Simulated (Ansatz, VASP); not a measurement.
## C20N in two plane-wave programs

Aim: how closely do two programs agree when they are given the same cell, functional and k mesh? The cell is taken from a series of runs on this material, whose earlier steps may have relaxed, scaled, displaced or heated it; both programs get it as it stands.

Program: Ansatz 0.2.0. Level of theory: plane waves, with VASP 6.6.1 beside it; single point at HSE06. Results are calculated unless marked as measured.

## Step 1: The starting structure

The cell holds 63 atoms: 60 C and 3 N. Cell: a = 7.143 Å, b = 7.143 Å, c = 7.143 Å, α = 90.0°, β = 90.0°, γ = 90.0°. It derives from C (C (Fd-3m)). Nearest the centre at fractional (0.500, 0.500, 0.500): C57 at 1.67 Å, N62 at 1.71 Å, N61 at 1.71 Å, N63 at 1.71 Å, C26 at 2.50 Å, C47 at 2.51 Å, C18 at 2.51 Å, C25 at 2.51 Å.

## Step 2: Ansatz: single point, HSE06

Ansatz runs on its default PAW (the set named soft_2) files.

With cell and atoms fixed, the geometry can't cause a difference; cores, projectors, grids and the points listed under the comparison can.

The input, input.yaml:

```yaml
crystal:
  lattice:
    - [7.14312472, 0.0, 0.0]
    - [0.0, 7.14312472, 0.0]
    - [0.0, 0.0, 7.14312472]
  atoms:
    - { symbol: C, position: [0.00028431148, -0.0004331591, 0.00010987854] }
    - { symbol: C, position: [0.00224452971, 0.25032717666, 0.25087026332] }
    - { symbol: C, position: [0.25104477561, 0.0015269837, 0.25087034267] }
    - { symbol: C, position: [0.25104469627, 0.25032717666, 0.00207009676] }
    - { symbol: C, position: [0.1256595245, 0.12494200039, 0.12548509155] }
    - { symbol: C, position: [0.12810640494, 0.37738540901, 0.37792853237] }
    - { symbol: C, position: [0.37810294646, 0.12738890888, 0.37792851352] }
    - { symbol: C, position: [0.37810296532, 0.37738540901, 0.12793197199] }
    - { symbol: C, position: [0.00125579284, 0.00053823899, 0.50082758478] }
    - { symbol: C, position: [-0.00100218847, 0.24998664657, 0.74951996721] }
    - { symbol: C, position: [0.2507041127, -0.00171965823, 0.74951996836] }
    - { symbol: C, position: [0.25204139123, 0.25132396258, 0.50600773703] }
    - { symbol: C, position: [0.12392331732, 0.12320582094, 0.62506165073] }
    - { symbol: C, position: [0.12396923401, 0.37450221406, 0.87639832449] }
    - { symbol: C, position: [0.37521971817, 0.12325176233, 0.87639828464] }
    - { symbol: "N", position: [0.36179547014, 0.36107827469, 0.63792113305] }
    - { symbol: C, position: [0.00125578529, 0.50028448136, 0.00108135234] }
    - { symbol: C, position: [-0.00100207568, 0.74897686614, 0.25052976695] }
    - { symbol: C, position: [0.25204162058, 0.50546461606, 0.25186718763] }
    - { symbol: C, position: [0.2507041999, 0.74897686614, -0.00117650862] }
    - { symbol: C, position: [0.12392346431, 0.62451851149, 0.12374903136] }
    - { symbol: C, position: [0.12396932895, 0.87585514785, 0.37504536613] }
    - { symbol: "N", position: [0.36179579724, 0.63737786209, 0.36162136429] }
    - { symbol: C, position: [0.37521979907, 0.87585514785, 0.123794896] }
    - { symbol: C, position: [1.428657e-05, 0.50003071105, 0.50057375883] }
    - { symbol: C, position: [0.00202741257, 0.74928838547, 0.74983138824] }
    - { symbol: C, position: [0.2524145088, 0.49506143912, 0.74874939046] }
    - { symbol: C, position: [0.25241468585, 0.74820619463, 0.49560448695] }
    - { symbol: C, position: [0.12806993064, 0.62200750499, 0.62255056035] }
    - { symbol: C, position: [0.12563908103, 0.87379923621, 0.87434233204] }
    - { symbol: C, position: [0.37746841992, 0.62301845228, 0.87275645414] }
    - { symbol: C, position: [0.37746843876, 0.87221334263, 0.62356149847] }
    - { symbol: C, position: [0.50100201773, 0.00053823899, 0.0010813599] }
    - { symbol: C, position: [0.50618216997, 0.25132396258, 0.25186695829] }
    - { symbol: C, position: [0.74969440131, -0.00171965823, 0.25052967975] }
    - { symbol: C, position: [0.74969440015, 0.24998664657, -0.00117662141] }
    - { symbol: C, position: [0.62523608367, 0.12320582094, 0.12374888437] }
    - { symbol: "N", position: [0.63809556599, 0.36107827469, 0.36162103719] }
    - { symbol: C, position: [0.87657271758, 0.12325176233, 0.37504528522] }
    - { symbol: C, position: [0.87657275744, 0.37450221406, 0.12379480107] }
    - { symbol: C, position: [0.5007481899, -0.00070314128, 0.50057375695] }
    - { symbol: C, position: [0.49577884001, 0.25169722112, 0.74874927756] }
    - { symbol: C, position: [0.75000582823, 0.00130998802, 0.74983139528] }
    - { symbol: C, position: [0.74892371051, 0.25169722112, 0.49560440706] }
    - { symbol: C, position: [0.62272494773, 0.12735267574, 0.62255051478] }
    - { symbol: C, position: [0.623735977, 0.37675097832, 0.87275640981] }
    - { symbol: C, position: [0.87451674398, 0.12492154977, 0.87434231103] }
    - { symbol: C, position: [0.87293084276, 0.37675097832, 0.62356154405] }
    - { symbol: C, position: [0.50074819177, 0.50003071105, -0.00016014637] }
    - { symbol: C, position: [0.49577891989, 0.74820619463, 0.25224025291] }
    - { symbol: C, position: [0.7489238234, 0.49506143912, 0.25224007585] }
    - { symbol: C, position: [0.75000582118, 0.74928838547, 0.00185297962] }
    - { symbol: C, position: [0.6227249933, 0.62200750499, 0.12789549769] }
    - { symbol: C, position: [0.62373593141, 0.87221334263, 0.37729400582] }
    - { symbol: C, position: [0.87293088709, 0.62301845228, 0.37729398697] }
    - { symbol: C, position: [0.87451676498, 0.87379923621, 0.12546464808] }
    - { symbol: C, position: [0.505122448, 0.74829337611, 0.74883646929] }
    - { symbol: C, position: [0.74901090397, 0.50440490679, 0.74883647102] }
    - { symbol: C, position: [0.74901090224, 0.74829337611, 0.50494801505] }
    - { symbol: C, position: [0.63512129545, 0.63440378496, 0.6349468625] }
    - { symbol: C, position: [0.62426451371, 0.8761422236, 0.8766852941] }
    - { symbol: C, position: [0.87685968395, 0.62354701505, 0.876685251] }
    - { symbol: C, position: [0.87685972705, 0.8761422236, 0.62409008076] }
  host:
    repeats: [2, 2, 2]
    atoms:
      - { symbol: C, position: [0.0, 0.0, 0.0] }
      - { symbol: C, position: [0.0, 0.5, 0.5] }
      # ... 6 more atoms of the perfect host
basis:
  ecutwfc: 420
  xc_grid: 2
hamiltonian:
  xc: hse06
kpoints:
  mp_grid: { grid: [1, 1, 1] }
magnetization:
  spin_polarized: true
  initial_magnetization: 1
  spin_locking: { lock_magnetization: hard }
scf:
  occupations: { method: fermi_dirac, width: 0.01 }
  max_iter: 100
  n_extra_bands: 16
  lower_state_search: "off"
output:
  forces: true
  eigenvalues: true
checkpoint:
  read: "../exc.ground.q0_M1.run"
  write: "../exc0_q0_M1.ground.l1.run"
  compress: false
  write_wavefunctions: false
  write_every: 100000
```

Started as:

```sh
$ ansatz run input.yaml --threads 4 --pin off --max-ram 11304MiB --backend cpu --events-out ev --progress --plain --runs-dir out
```

The log of the run:

```text
Warning: the atoms were moved onto the symmetric positions of the space group found under crystal.symmetry.tolerance 1.0e-5 (fractional; no operation is sought that the atoms, as they stand in a round, miss by more than twice it, and no atom is moved by as much as it), and the run uses the moved positions. Before a round's move an operation carried an atom to 3.13e-6 Å from where it should land, the largest such dist [...]
[...]
Free energy (F): -16194.106042 eV
Frozen-core exchange: fock
Harris-Foulkes:  -16194.106042 eV  (|F-HF|=6.22e-10)
Internal energy: -16194.106042 eV  (E = F + TS)
E sigma→0 (E₀):  -16194.106042 eV
Fermi energy:    14.400897 (↑ 15.370546, ↓ 14.295591) eV
--- Per-component energies (eV) ---
  E_band       = 630.064814
  E_kinetic    = 5922.794107
  E_local      = -4324.087810  (includes V_loc(G=0)·N_el)
  E_nonlocal   = 1696.390916
  E_hartree    = 1005.326543
  E_xc         = -2506.954057
  E_vxc        = -3084.383324  (∫ρ·V_xc dr)
  E_exx        = -589.103660  (= α·E_x^exact, valence–valence)
  E_paw        = -6335.029823  (= ΣΔE_a)
  E_vpaw       = -413.095649  (= ΣTr[D̂ρ^β])
  E_aug_tail   = 0.000859  (compensation charges beyond the density's cutoff)
  E_ewald      = -11062.343584
  E_core_change = -1.099535  (= ΣΔE_core)
  E_smearing   = -0.000000  (= −TS)
  E_closure    = 0.000001  (closes the sum)
  Σ components = -16194.106042   (vs F -16194.106042, Δ=0.00e0)
--- Forces (eV/Å), atoms counted from 1 ---
  atom   1  C     -0.06545701    -0.06545701    -0.06545701
  atom   2  C     -0.04858390    -0.12447255    -0.12447255
  atom   3  C     -0.12447255    -0.04858390    -0.12447255
  atom   4  C     -0.12447255    -0.12447255    -0.04858390
  atom   5  C      0.14940924     0.14940924     0.14940924
  atom   6  C      0.08710568     0.05836984     0.05836984
  atom   7  C      0.05836984     0.08710568     0.05836984
  atom   8  C      0.05836984     0.05836984     0.08710568
  atom   9  C     -0.36873777    -0.36873777    -0.45320020
  atom  10  C     -0.12899969    -0.10832018     0.05186411
  atom  11  C     -0.10832018    -0.12899969     0.05186411
  atom  12  C     -0.25124872    -0.25124872    -0.08623773
  atom  13  C      0.17897955     0.17897955     0.06344999
  atom  14  C      0.20591428     0.35907202     0.08839799
  atom  15  C      0.35907202     0.20591428     0.08839799
  atom  16  N      0.66713094     0.66713094     0.07359563
  atom  17  C     -0.36873777    -0.45320020    -0.36873777
  atom  18  C     -0.12899969     0.05186411    -0.10832018
  atom  19  C     -0.25124872    -0.08623773    -0.25124872
  atom  20  C     -0.10832018     0.05186411    -0.12899969
  atom  21  C      0.17897955     0.06344999     0.17897955
  atom  22  C      0.20591428     0.08839799     0.35907202
  atom  23  N      0.66713094     0.07359563     0.66713094
  atom  24  C      0.35907202     0.08839799     0.20591428
[...]
atom  56  C      0.12058249     0.12058249     0.11114950
  atom  57  C     -1.40489094     0.02410553     0.02410553
  atom  58  C      0.02410553    -1.40489094     0.02410553
  atom  59  C      0.02410553     0.02410553    -1.40489094
  atom  60  C      0.71209843     0.71209843     0.71209843
  atom  61  C      0.56813763    -0.06449967    -0.06449967
  atom  62  C     -0.06449967     0.56813763    -0.06449967
  atom  63  C     -0.06449967    -0.06449967     0.56813763
  max |Σ_I F_I| component: 1.69e-5 eV/Å
--- Band table (eV) ---
  k-point 0 ↑: bands = ["-11.4446", "-9.7364", "-9.7364", "-9.2398", "-8.7535", "-8.7535", "-8.5549", "-7.4923", "-7.4923", "-6.9156", "-6.4542", "-6.4542", "-6.3660", "-6.3660", "-6.3594", "-6.2908", "-6.2409", "-6.2409", "-5.8928", "-5.2298", "-5.2249", "-5.2249", "-4.9152", "-2.4516", "-2.4516", "-2.3252", "-2.2640", "-2.2640", "-2.2105", "-1.9233", "-1.9233", "-1.7339", "-1.5020", "-1.3600", "-1.3600", "-1.1860", [...]
  k-point 0 ↓: bands = ["-11.4245", "-9.7172", "-9.7172", "-9.2048", "-8.7422", "-8.7422", "-8.4820", "-7.4817", "-7.4817", "-6.8510", "-6.4432", "-6.4432", "-6.3564", "-6.3534", "-6.3534", "-6.2767", "-6.2254", "-6.2254", "-5.8017", "-5.2129", "-5.2129", "-5.2118", "-4.7970", "-2.4362", "-2.4362", "-2.3099", "-2.2537", "-2.2537", "-2.1955", "-1.9110", "-1.9110", "-1.6393", "-1.4874", "-1.3398", "-1.3398", "-1.1849", [...]
```

## Step 3: VASP: single point, HSE06

The same cell, functional, mesh and smearing now go to VASP, with its own data sets.

Lines of VASP's logs that name or quote its potential files are left out, and so is its time.

The run reads the wave functions of an earlier VASP run, which isn't shown here.

The input, INCAR:

```
SYSTEM = C20N
PREC = Accurate
ENCUT = 520
EDIFF = 1E-06
NELM = 100
ISMEAR = -1
SIGMA = 0.01
LREAL = Auto
ALGO = Normal
LHFCALC = .TRUE.
AEXX = 0.25
GGA = PE
HFSCREEN = 0.208
LASPH = .TRUE.
NBANDS = 171
ISPIN = 2
MAGMOM = 0 0 0 0 0 0 0 0 0 -0 -0 0 0 0 0 0 -0 0 -0 0 0 0 -0 -0 -0 -0 0 0 0.01 0.01 0 0 -0 -0 0 0 0 -0 -0 -0 -0 0 0.01 0 0.01 -0 -0 -0 -0 0 0.01 0.01 0 -0.01 -0.01 -0.01 0.33 0.03 0.03 0.03 0.02 0.02 0.02
PRECFOCK = Fast
LORBIT = 11
LWAVE = .FALSE.
LCHARG = .FALSE.
ISIF = 2
NUPDOWN = 1
```

The input, POSCAR:

```
C20N
1.0
    7.1431247189      0.0000000000      0.0000000000
    0.0000000000      7.1431247189      0.0000000000
    0.0000000000      0.0000000000      7.1431247189
C N
60 3
Direct
    0.0002843115      0.9995668409      0.0001098785
    0.0022445297      0.2503271767      0.2508702633
    0.2510447756      0.0015269837      0.2508703427
    0.2510446963      0.2503271767      0.0020700968
    0.1256595245      0.1249420004      0.1254850916
    0.1281064049      0.3773854090      0.3779285324
    0.3781029465      0.1273889089      0.3779285135
    0.3781029653      0.3773854090      0.1279319720
    0.0012557928      0.0005382390      0.5008275848
    0.9989978115      0.2499866466      0.7495199672
    0.2507041127      0.9982803418      0.7495199684
    0.2520413912      0.2513239626      0.5060077370
    0.1239233173      0.1232058209      0.6250616507
    0.1239692340      0.3745022141      0.8763983245
    0.3752197182      0.1232517623      0.8763982846
    0.0012557853      0.5002844814      0.0010813523
    0.9989979243      0.7489768661      0.2505297670
    0.2520416206      0.5054646161      0.2518671876
    0.2507041999      0.7489768661      0.9988234914
    0.1239234643      0.6245185115      0.1237490314
    0.1239693289      0.8758551478      0.3750453661
    0.3752197991      0.8758551478      0.1237948960
    0.0000142866      0.5000307111      0.5005737588
    0.0020274126      0.7492883855      0.7498313882
    0.2524145088      0.4950614391      0.7487493905
    0.2524146859      0.7482061946      0.4956044869
    0.1280699306      0.6220075050      0.6225505604
    0.1256390810      0.8737992362      0.8743423320
    0.3774684199      0.6230184523      0.8727564541
    0.3774684388      0.8722133426      0.6235614985
    0.5010020177      0.0005382390      0.0010813599
    0.5061821700      0.2513239626      0.2518669583
    0.7496944013      0.9982803418      0.2505296798
    0.7496944002      0.2499866466      0.9988233786
    0.6252360837      0.1232058209      0.1237488844
    0.8765727176      0.1232517623      0.3750452852
    0.8765727574      0.3745022141      0.1237948011
    0.5007481899      0.9992968587      0.5005737570
    0.4957788400      0.2516972211      0.7487492776
    0.7500058282      0.0013099880      0.7498313953
    0.7489237105      0.2516972211      0.4956044071
    0.6227249477      0.1273526757      0.6225505148
    0.6237359770      0.3767509783      0.8727564098
    0.8745167440      0.1249215498      0.8743423110
    0.8729308428      0.3767509783      0.6235615441
    0.5007481918      0.5000307111      0.9998398536
    0.4957789199      0.7482061946      0.2522402529
    0.7489238234      0.4950614391      0.2522400759
    0.7500058212      0.7492883855      0.0018529796
    0.6227249933      0.6220075050      0.1278954977
    0.6237359314      0.8722133426      0.3772940058
    0.8729308871      0.6230184523      0.3772939870
    0.8745167650      0.8737992362      0.1254646481
    0.5051224480      0.7482933761      0.7488364693
    0.7490109040      0.5044049068      0.7488364710
    0.7490109022      0.7482933761      0.5049480150
    0.6351212954      0.6344037850      0.6349468625
    0.6242645137      0.8761422236      0.8766852941
    0.8768596839      0.6235470151      0.8766852510
    0.8768597270      0.8761422236      0.6240900808
    0.3617954701      0.3610782747      0.6379211330
    0.3617957972      0.6373778621      0.3616213643
    0.6380955660      0.3610782747      0.3616210372
```

The input, KPOINTS:

```
Automatic mesh
0
Gamma
1 1 1
0 0 0
```

The projector-augmented-wave data sets are C and N (PBE family, release 64).

Started as:

```sh
$ export OMP_NUM_THREADS=3
$ mpirun -np 1 vasp_gam
```

The log of the run:

```text
[banner, memory and clock lines left out]
running    1 mpi-ranks, on    1 nodes
[...]
Offloading initialized ...    1 GPUs detected
[...]
LDA part: xc-table for (Slater+PW92), standard interpolation
 found WAVECAR, reading the header
 POSCAR, INCAR and KPOINTS ok, starting setup
[...]
reading WAVECAR
 the WAVECAR file was read successfully
 initial charge from wavefunction
 entering main loop
       N       E                     dE             d eps       ncg     rms          rms(c)
DAV:   1    -0.653726041433E+03   -0.65373E+03   -0.87252E+00   720   0.795E+00    0.408E+00
DAV:   2    -0.653756840878E+03   -0.30799E-01   -0.18762E-01   784   0.109E+00    0.247E+00
DAV:   3    -0.653737964368E+03    0.18877E-01   -0.22127E-02   816   0.405E-01    0.134E+00
DAV:   4    -0.653733006005E+03    0.49584E-02   -0.71717E-03   816   0.218E-01    0.713E-01
[...]
DAV:   9    -0.653730950441E+03    0.10384E-04   -0.63158E-06   781   0.770E-03    0.343E-02
DAV:  10    -0.653730947943E+03    0.24982E-05   -0.16931E-06   496   0.402E-03    0.193E-02
DAV:  11    -0.653730947551E+03    0.39239E-06   -0.55760E-07   437   0.253E-03
   1 F= -.65373095E+03 E0= -.65373095E+03  d E =-.892567E-11  mag=     1.0000
```

From OUTCAR (step 3):

```text
  FREE ENERGIE OF THE ION-ELECTRON SYSTEM (eV)
  ---------------------------------------------------
  free  energy   TOTEN  =      -653.7309475508 eV

  energy  without entropy=     -653.7309475508  energy(sigma->0) =     -653.73094755

 magnetization (x)
# of ion       s       p       d       tot
------------------------------------------
    1       -0.000   0.000   0.000   0.000
    2        0.000  -0.000   0.000   0.000
    3        0.000  -0.000   0.000   0.000
    4        0.000  -0.000   0.000   0.000
    5        0.000   0.001   0.000   0.001
    6        0.000   0.001   0.000   0.001
    7        0.000   0.001   0.000   0.001
    8        0.000   0.001   0.000   0.001
    9        0.000   0.005   0.000   0.005
   10       -0.000  -0.001   0.000  -0.001
   11       -0.000  -0.001   0.000  -0.001
   12       -0.000   0.002   0.000   0.002
   13        0.000   0.005   0.000   0.005
[...]
--------------------------------------------------
tot          0.070   0.574   0.000   0.644

[... 1 further part left out ...]
```

The run ends at a pressure of -8.55 GPa, with forces up to 1.4 eV/Å.

## Step 4: Differences

Known differences besides the potentials themselves: exact exchange at q = 0 is treated differently, which shows on coarse meshes; VASP keeps PBE cores, Ansatz makes them for the functional; the cutoff is 420 eV in Ansatz and 520 eV in VASP (PREC = Accurate, projectors in real space); VASP takes a coarser grid for exact exchange (PRECFOCK = Fast); site moments are counted in spheres of each program's own size. Total energies have different zeros and are not compared.

Compared:

| quantity | Ansatz | VASP | difference |
| --- | --- | --- | --- |
| total moment, fixed by the input (μB) | 1.00 | 1.00 | 0.00 |
| moment on C57 (μB) | 0.33 | 0.45 | -0.11 |

Forces on 9 of the 63 atoms, those with the largest forces and the largest differences (eV/Å; atoms numbered as in POSCAR):

| atom | Ansatz x, y, z | VASP x, y, z |
| --- | --- | --- |
| C12 | -0.251, -0.251, -0.086 | -0.255, -0.255, -0.120 |
| C18 | -0.251, -0.086, -0.251 | -0.255, -0.120, -0.255 |
| C54 | -1.405, 0.024, 0.024 | -1.411, 0.025, 0.025 |
| C55 | 0.024, -1.405, 0.024 | 0.025, -1.411, 0.025 |
| C56 | 0.024, 0.024, -1.405 | 0.025, 0.025, -1.411 |
| C57 | 0.712, 0.712, 0.712 | 0.692, 0.692, 0.692 |
| N61 | 0.667, 0.667, 0.074 | 0.671, 0.671, 0.075 |
| N62 | 0.667, 0.074, 0.667 | 0.671, 0.075, 0.671 |
| N63 | 0.074, 0.667, 0.667 | 0.075, 0.671, 0.671 |

The forces differ by 8.4 meV/Å r.m.s., which is 2.7 % of the r.m.s. force of 0.305 eV/Å (both taken over all components).

## Step 5: What came out

```json
{"r.m.s. force difference (single point, HSE06)": "2.7 % of the r.m.s. force"}
```

The r.m.s. force difference is 2.7 % of the r.m.s. force (single point, HSE06), within the 3 % picked in this series as the mark of a large difference. Such differences can come from data sets, numerical settings and the points named under the comparisons, not from the functional's error against experiment.

[Lines on the potential files, build, host, timing and source positions are cut from VASP's logs without a mark.]

[Logs are printed without paths, hosts, clocks, repeated set-up lines and the standing remarks that a program may print on its own settings, such as how far it seeks lower states.]

[Hosts, paths, dates, database ids (printed as entryN), source tags and the programs' standing remarks are cut or masked in the printed files.]
